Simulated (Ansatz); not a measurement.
# La2O3: the cost of one run

Program: Ansatz 0.2.0. Level of theory: DFT PBEsol, scalar-relativistic. These are calculated values, not measurements.

**1. The structure to begin with**

The structure is trigonal, space group P321 (No. 150). The conventional cell has a = 3.930 Å, b = 3.930 Å, c = 6.120 Å, α = 90.00°, β = 90.00°, γ = 120.00°. La (site symmetry 3) is surrounded by 3 O at 2.14 Å. O (site symmetry 2) has 2 O at 1.70 Å and 2 La at 2.14 Å as nearest neighbours.

As a file:

```cif
data_structure
_symmetry_space_group_name_H-M 'P321'
_symmetry_Int_Tables_number 150
_cell_length_a 3.9300
_cell_length_b 3.9300
_cell_length_c 6.1200
_cell_angle_alpha 90.000
_cell_angle_beta 90.000
_cell_angle_gamma 120.000
_cell_volume 81.86
loop_
_atom_site_label
_atom_site_type_symbol
_atom_site_symmetry_multiplicity
_atom_site_Wyckoff_symbol
_atom_site_fract_x
_atom_site_fract_y
_atom_site_fract_z
_atom_site_occupancy
La1 La 2 d 0.33333 0.66667 0.25000 1
O1 O 3 e 0.25000 0.25000 0.00000 1
```

The file gives the conventional cell by its symmetry; the runs use the cell typed in the input.

Atoms are numbered in the order of the input: La1, La2, O3, O4, O5.

**2. After the deformation**

Space group P321 before, P321 after.

**3. All-electron LAPW**

Input file input.yaml:

```yaml
crystal:
  lattice:
    - [3.9300000706, 0.0, 0.0]
    - [-1.9650000353, 3.403479898, 0.0]
    - [0.0, 0.0, 6.3036]
  atoms:
    - { symbol: La, position: [0.3333333333, 0.6666666667, 0.25] }
    - { symbol: La, position: [0.6666666667, 0.3333333333, 0.75] }
    - { symbol: O, position: [0.25, 0.25, 0.0] }
    - { symbol: O, position: [0.75, 0.0, 0.0] }
    - { symbol: O, position: [0.0, 0.75, 0.0] }
kpoints:
  mp_grid: { grid: [6, 6, 4] }
  band_path:
    path:
      - [0.0, 0.0, 0.0]
      - [0.5, 0.0, 0.0]
      - [0.3333333333, 0.3333333333, 0.0]
      - [0.0, 0.0, 0.0]
      - [0.0, 0.0, 0.5]
      - [0.5, 0.0, 0.5]
      - [0.3333333333, 0.3333333333, 0.5]
      - [0.0, 0.0, 0.5]
      - [0.5, 0.0, 0.5]
    npoints: 5
scf:
  occupations: { method: fermi_dirac, width: 0.02 }
hamiltonian:
  xc: pbesol
  pseudopotentials: { kind: all_electron, lapw: { basis_error: 0.001 } }
output:
  forces: true
  stress: true
  eigenvalues: true
```

On the command line:

```sh
ansatz run input.yaml --threads 2 --pin off --max-ram 8192MiB --backend cpu --events-out ev --progress --plain --runs-dir out
```

Q: Estimate wall time and peak memory on 2 threads of Arm Neoverse V2, shared host.

About 76 s, with a peak of 0.57 GiB.
